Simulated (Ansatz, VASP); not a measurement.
# Two plane-wave programs on AlN

The input INCAR:

```
SYSTEM = AlN
PREC = Accurate
ENCUT = 520
EDIFF = 1E-8
ISMEAR = -1
SIGMA = 0.01
LREAL = .False.
LASPH = .True.
NELM = 80
ALGO = Normal
ISIF = 2
LWAVE = .False.
LCHARG = .False.
GGA = CA
LEFG = .True.
NBANDS = 11
```

The input KPOINTS:

```
Automatic mesh
0
Gamma
  12 12 12
  0 0 0
```

File POSCAR:

```
AlN
1.0
    0.0000000000      1.9910997195      1.9910997195
    1.9910997195      0.0000000000      1.9910997195
    1.9910997195      1.9910997195      0.0000000000
Al N
1 1
Direct
    0.0000000000      0.0000000000      0.0000000000
    0.5000000000      0.5000000000      0.5000000000
```

Input for Ansatz:

```yaml
crystal:
  lattice:
    - [0.0, 1.9910997195, 1.9910997195]
    - [1.9910997195, 0.0, 1.9910997195]
    - [1.9910997195, 1.9910997195, 0.0]
  atoms:
    - { symbol: Al, position: [0.0, 0.0, 0.0] }
    - { symbol: "N", position: [0.5, 0.5, 0.5] }
kpoints:
  mp_grid: { grid: [12, 12, 12] }
scf:
  occupations: { method: fermi_dirac, width: 0.01 }
hamiltonian:
  xc: lda
  pseudopotentials: { kind: paw }
output:
  forces: true
  stress: true
  eigenvalues: true
  efg: { contact_densities: true }
```

Change from the starting cell: volume scaled by 1.02, PAW files.

Alike in both runs: task electric field gradients; functional LDA; k mesh 12 × 12 × 12; occupations fermi-dirac, width 0.01 eV; no spin polarisation.

|  | VASP | Ansatz |
| --- | --- | --- |
| version | VASP 6.6.1 | Ansatz 0.2.0 |
| potentials or method | VASP PAW LDA potentials, release 64 (Al, N) | PAW with Ansatz's default frozen-core files, scalar-relativistic |
| plane-wave cutoff (eV) | 520 | 420 |
| valence electrons in the cell | 8 | 8 |

Ansatz gave:

```
gap on the k mesh at the Fermi level (eV)                      : 4.92
pressure (GPa)                                                 : 6.2
Vzz of the field gradient on the site that differs most (V/Å²) : 0.0
```

Q: Estimate VASP's values.

A: gap on the k mesh at the Fermi level (eV): 4.91; pressure (GPa): 7.0; Vzz of the field gradient on the site that differs most (V/Å²): 0.0.

A k mesh can miss the band edges.
